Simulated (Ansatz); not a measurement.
# Al9H: the cost of one run

Computed with Ansatz 0.2.0 (DFT PBE, scalar-relativistic, plane waves, PAW, unless a step's input says otherwise).

24 further runs of the same task are left out: 24 set aside as unsound or not needed.

### Step 1. Starting point

The structure is triclinic, space group P1 (No. 1). Conventional cell: a = 2.854 Å, b = 9.808 Å, c = 21.790 Å, α = 90.00°, β = 90.00°, γ = 98.37°. Around Al (site symmetry 1) lie 7 Al at 2.85 to 2.87 Å. Around Al (site symmetry 1) lie 9 Al at 2.85 to 2.97 Å. Al (site symmetry 1) is surrounded by 9 Al at 2.85 to 2.99 Å. Al (site symmetry 1) has 10 Al at 2.85 to 2.96 Å as nearest neighbours. Al (site symmetry 1) has 12 Al at 2.83 to 2.93 Å as nearest neighbours. Around Al (site symmetry 1) lie 10 Al at 2.85 to 2.99 Å and 1 H at 2.94 Å. Al (site symmetry 1) is surrounded by 1 H at 1.11 Å. Around Al (site symmetry 1) lie 1 H at 2.42 Å. Only part of the 10 independent sites is listed.

Coordinates:

```xyz
10
Lattice="2.8543 0.0000 0.0000 -1.4272 9.7033 0.0000 0.0000 0.0000 21.7903" Properties=species:S:1:pos:R:3 pbc="T T T"
Al    1.4272    0.6297    4.0000
Al    1.4272    3.3179    4.9960
Al    0.0000    5.7962    5.1952
Al    1.4272    8.2746    5.3944
Al    0.0003    1.2395    6.4001
Al   -0.0073    3.9228    7.5233
Al    1.4243    6.4014    7.6799
Al   -0.0084    8.8410    7.8611
Al    1.4323    1.7608    8.7903
H     2.1459    6.6124    8.4903
```

This is the geometry of the first run shown, built on a cell relaxed beforehand with the same method.

### Step 2. What is varied

Atoms count from 1 in the order of the input.

H is moved along a line over the surface and along the normal, above a rigid substrate.

- position of H10 along the diagonal of the surface cell, from above Al9: 8 values from 0.00 to 8.58 Å, periodic
- height of H10 above the plane of Al9: 8 values from −0.30 to 3.27 Å

Nothing else is relaxed. Points are written as (first, second).

### Step 3. The run at (4.90 Å, −0.30 Å)

A dipole layer in the vacuum cancels the field that periodic copies would set up if the slab's two faces differ.

The input, input.yaml:

```yaml
crystal:
  lattice:
    - [2.854322333, 0.0, 0.0]
    - [-1.4271611665, 9.7033329366, 0.0]
    - [0.0, 0.0, 21.7902708969]
  atoms:
    - { symbol: Al, position: [0.5324485604, 0.0648971207, 0.183568163] }
    - { symbol: Al, position: [0.6709687938, 0.3419375876, 0.2292758741] }
    - { symbol: Al, position: [0.2986728405, 0.597345681, 0.2384174163] }
    - { symbol: Al, position: [0.9263768872, 0.8527537744, 0.2475589585] }
    - { symbol: Al, position: [0.0639738222, 0.1277383808, 0.293714708] }
    - { symbol: Al, position: [0.199590548, 0.4042696935, 0.3452583266] }
    - { symbol: Al, position: [0.8288544886, 0.6597110299, 0.3524478004] }
    - { symbol: Al, position: [0.4526361687, 0.9111292155, 0.3607640453] }
    - { symbol: Al, position: [0.5925232094, 0.1814597089, 0.4034034702] }
    - { symbol: H, position: [1.0925232094, 0.6814597089, 0.389635858] }
basis:
  ecutwfc: 420
kpoints:
  mp_grid: { grid: [9, 3, 1] }
hamiltonian:
  xc: pbe
scf:
  occupations: { method: gaussian, width: 0.1 }
output:
  forces: true
  eigenvalues: true
efield:
  axis: 3
  dipole_correction: true
  ramp_width: 0.04
```

Launch:

```sh
$ ansatz run input.yaml --threads 1 --pin off --max-ram 3072MiB --backend cpu --events-out ev --progress --plain --runs-dir out
```

**Question.** How long does this run take on 1 thread of Intel Xeon 6975P-C (Granite Rapids), shared host, and how much memory does it need?

About 9.5 s, with a peak of 0.64 GiB.
